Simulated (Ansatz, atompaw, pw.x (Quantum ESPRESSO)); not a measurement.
**gallium: does the PAW (atompaw) potential hold in the solid?**

```
Element                 : Ga (Z = 31)
Generator               : atompaw 4.2.0.5
Type                    : PAW
Functional              : LDA (PW92)
Relativity              : scalar-relativistic
Frozen core             : [Ar] 3d10
Valence charge          : 3
Reference configuration : 4s1.5 4p1.5
Partial waves           : 4s (bound): rc 2.20 bohr; 4s channel at 0.25 Ry: rc 2.20 bohr; 4p (bound): rc 2.90 bohr; 4p channel at 0.7 Ry: rc 2.90 bohr
Local potential         : troulliermartins scheme with l = 2 at 0 Ry, radius 2.60 bohr
Core correction         : smooth core density matched at 2.15 bohr
Augmentation charge     : sinc compensation charge, radius 2.70 bohr; PAW radius 2.90 bohr; waves and projectors: custom polynom vanderbiltortho
```

Atomic tests: cutoffs needed: 6 Ry and 10 Ry (the cutoffs (Ry, on a coarse ladder) from which the occupation-weighted sum of valence levels, in a spherical-Bessel basis at the reference potential, stays within 10 and 1 mRy of its value at 400 Ry); ghost test: no extra level below or beside the all-electron valence levels (s, p, d, f tested) (spherical-Bessel basis up to 400 Ry, 20 bohr box); lowest eigenvalue of the overlap operator: 0.35 (s channel).

Crystal test: fcc Ga in pw.x 7.5, no spin, 14³ k-points, Fermi–Dirac smearing 0.01 Ry, cutoffs 40/400 Ry. The lattice is a test structure that the element need not adopt, and mesh and smearing are coarse.

pw.x input:

```
&control
  calculation='scf', prefix='x', pseudo_dir='./', outdir='./tmp', tstress=.true., disk_io='none'
/
&system
  ibrav=0, nat=1, ntyp=1, ecutwfc=40, ecutrho=400, nbnd=8,
  occupations='smearing', smearing='fd', degauss=0.01
/
&electrons
  conv_thr=1e-09, mixing_beta=0.4, electron_maxstep=70
/
ATOMIC_SPECIES
Ga 1.0 Ga.UPF
CELL_PARAMETERS angstrom
  0.00000000 2.04681242 2.04681242
  2.04681242 0.00000000 2.04681242
  2.04681242 2.04681242 0.00000000
ATOMIC_POSITIONS crystal
Ga 0.0000 0.0000 0.0000
K_POINTS automatic
14 14 14 0 0 0
```

```bash
pw.x < Ga.scf.in > Ga.scf.out
```

Problem. How does the run end?

Solution. It converges; the pressure is 2.40 GPa against -0.02 GPa from all-electron LAPW. The largest radius (2.90 bohr) exceeds half the bond length (2.74 bohr), so the spheres overlap, which is one possible source of error among others. This is a poor potential for the solid. The log shows:

```
     lattice parameter (alat)  =       5.4701  a.u.
     unit-cell volume          =     115.7339 (a.u.)^3
     number of electrons       =         3.00
     number of Kohn-Sham states=            8
     kinetic-energy cutoff     =      40.0000  Ry
     charge density cutoff     =     400.0000  Ry
     scf convergence threshold =      1.0E-09
     Exchange-correlation= SLA PW NOGX NOGC
     number of k points=   104  Fermi-Dirac smearing, width (Ry)=  0.0100
     iteration #  1     ecut=    40.00 Ry     beta= 0.40
     total energy              =    -147.80349119 Ry
     estimated scf accuracy    <       0.00075782 Ry
     iteration #  2     ecut=    40.00 Ry     beta= 0.40
     total energy              =    -147.80301691 Ry
     estimated scf accuracy    <       0.00023521 Ry
     iteration #  3     ecut=    40.00 Ry     beta= 0.40
     total energy              =    -147.80303397 Ry
     estimated scf accuracy    <       0.00000178 Ry
     iteration #  4     ecut=    40.00 Ry     beta= 0.40
     total energy              =    -147.80303492 Ry
     estimated scf accuracy    <       0.00000007 Ry
     iteration #  5     ecut=    40.00 Ry     beta= 0.40
     total energy              =    -147.80303496 Ry
     estimated scf accuracy    <       0.00000003 Ry
     iteration #  6     ecut=    40.00 Ry     beta= 0.40
     the Fermi energy is     6.5217 ev
!    total energy              =    -147.80303496 Ry
     estimated scf accuracy    <          9.0E-10 Ry
     smearing contrib. (-TS)   =      -0.00158480 Ry
     The total energy is F=E-TS. E is the sum of the following terms:
     one-electron contribution =       3.16737402 Ry
     hartree contribution      =       0.01670436 Ry
     xc contribution           =      -2.75479174 Ry
     ewald contribution        =      -5.33410891 Ry
     one-center paw contrib.   =    -142.89662790 Ry
     convergence has been achieved in   6 iterations
          total   stress  (Ry/bohr**3)                   (kbar)     P=       23.98
     Message from routine punch:
     Nothing written, as per user request (disk_io='none')
```
